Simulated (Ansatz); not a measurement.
Computed bands of a relaxed HgTe slab cut along (1 0 0).

Miller indices refer to the conventional cell of F-43m (No. 216), a = 6.512 Å, b = 6.512 Å, c = 6.512 Å, α = 90.00°, β = 90.00°, γ = 90.00°.

The slab has 8 planes, was cut to end in Hg at the top (+c) and Te at the bottom, and its atoms stand where a relaxation without spin-orbit coupling left them. Listed are levels within 1.2 eV of the Fermi level, the 22 nearest at most. Weights are Löwdin projections on the datasets' atomic orbitals, as shares of the full norm: they are low for levels that spill into the vacuum or into shells that a dataset lacks. Two planes next to each face count as outer, 4 of 8 in all, so a level spread evenly over the slab has a weight near 0.50.

```yaml
crystal:
  lattice:
    - [4.60452, 0.00000, 0.00000]
    - [0.00000, 4.60452, 0.00000]
    - [0.00000, 0.00000, 26.39560]
  atoms:
    - { symbol: Te, position: [0.50000, 0.00000, 0.28685] }
    - { symbol: Hg, position: [0.50000, 0.50000, 0.34237] }
    - { symbol: Te, position: [0.00000, 0.50000, 0.40911] }
    - { symbol: Hg, position: [0.00000, 0.00000, 0.46706] }
    - { symbol: Te, position: [0.50000, 0.00000, 0.53219] }
    - { symbol: Hg, position: [0.50000, 0.50000, 0.59092] }
    - { symbol: Te, position: [0.00000, 0.50000, 0.65580] }
    - { symbol: Hg, position: [0.00000, 0.00000, 0.71570] }
```

All numbers below come from DFT PBEsol, scalar-relativistic, plane waves, PAW (Ansatz 0.2.0).

Settings: cutoff 420 eV, Γ-centred mesh 8×8×1 on the computed 8-atom cell, Gaussian smearing of 0.10 eV; no spin polarisation. A dipole correction removes the field between periodic images along c.

Run with
```bash
ansatz run input.yaml --threads 4 --pin off --max-ram 9216MiB --backend cpu --events-out ev --progress --plain --runs-dir out
```

3.4 min on 4 threads of Arm Neoverse N1 (shared host), peak memory 2.4 GiB

Levels at X (0.500, 0.000), in eV from the Fermi level, with weights (averaged over levels within 1.5 meV, which needn't be degenerate by symmetry):
```csv
level,outer two planes of both faces
-1.192,0.00
-0.895,0.66
-0.854,0.01
-0.566,0.53
-0.368,0.94
-0.035,0.77
0.733,0.19
```

Levels at Γ (0.000, 0.000), in eV from the Fermi level, with weights (averaged over levels within 1.5 meV, which needn't be degenerate by symmetry):
```tsv
level	outer two planes of both faces
-0.784	0.48
-0.647	0.40
-0.022	0.56
0.262	0.51
0.300	0.67
1.179	0.64
```

Levels at M (0.500, 0.500), in eV from the Fermi level, with weights (averaged over levels within 1.5 meV, which needn't be degenerate by symmetry):
```tsv
level	outer two planes of both faces
-1.026	0.94
-0.836	0.99
0.043	0.90
```

Bands cross the Fermi level. 8 of the listed levels have a weight of 0.6 or more on the outer planes; the nearest to the Fermi level is at -0.04 eV at X. The work function of the top face is 4.23 eV. Spin-orbit coupling is left out, which matters for the bands of heavy elements.
